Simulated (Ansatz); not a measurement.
# KBr: the cost of one run

Program: Ansatz 0.2.0. Level of theory: DFT PBEsol, scalar-relativistic. These are calculated values, not measurements.

## 1. The starting structure

The cell holds 4 atoms (Br2K2): a = 9.334 Å, b = 4.667 Å, c = 4.667 Å, α = 60.00°, β = 60.00°, γ = 60.00°.

As a file:

```xyz
4
Lattice="0.0000 6.6000 6.6000 3.3000 0.0000 3.3000 3.3000 3.3000 0.0000" Properties=species:S:1:pos:R:3 pbc="T T T"
K     0.0000    0.0000    0.0000
K     0.0000    3.3000    3.3000
Br    3.3000    3.3000    3.3000
Br    3.3000    6.6000    6.6000
```

The geometry is a database entry used as it stands. It may stem from high pressure or temperature, or be incomplete, so it serves as a test cell.

## 2. Frozen-core PAW

Contents of input.yaml:

```yaml
crystal:
  lattice:
    - [0.0, 6.6, 6.6]
    - [3.3, 0.0, 3.3]
    - [3.3, 3.3, 0.0]
  atoms:
    - { symbol: K, position: [0.0, 0.0, 0.0] }
    - { symbol: K, position: [0.5, 0.0, 0.0] }
    - { symbol: Br, position: [0.25, 0.5, 0.5] }
    - { symbol: Br, position: [0.75, 0.5, 0.5] }
kpoints:
  mp_grid: { grid: [3, 5, 5] }
scf:
  occupations: { method: fermi_dirac, width: 0.08 }
hamiltonian:
  xc: pbesol
  pseudopotentials: { kind: paw }
output:
  forces: true
  stress: true
md:
  timestep: 3.0
  n_steps: 15
  ensemble: nve
  temperature: 300
  initial_velocities: maxwell_boltzmann
  seed: 548193
```

The run is started by

```sh
$ ansatz run input.yaml --threads 2 --pin off --max-ram 4096MiB --backend cpu --events-out ev --progress --plain --runs-dir out
```

What time and memory should one allow on 2 threads of AMD EPYC 7R43 (Zen 3), shared host?

About 93 s, with a peak of 0.48 GiB.
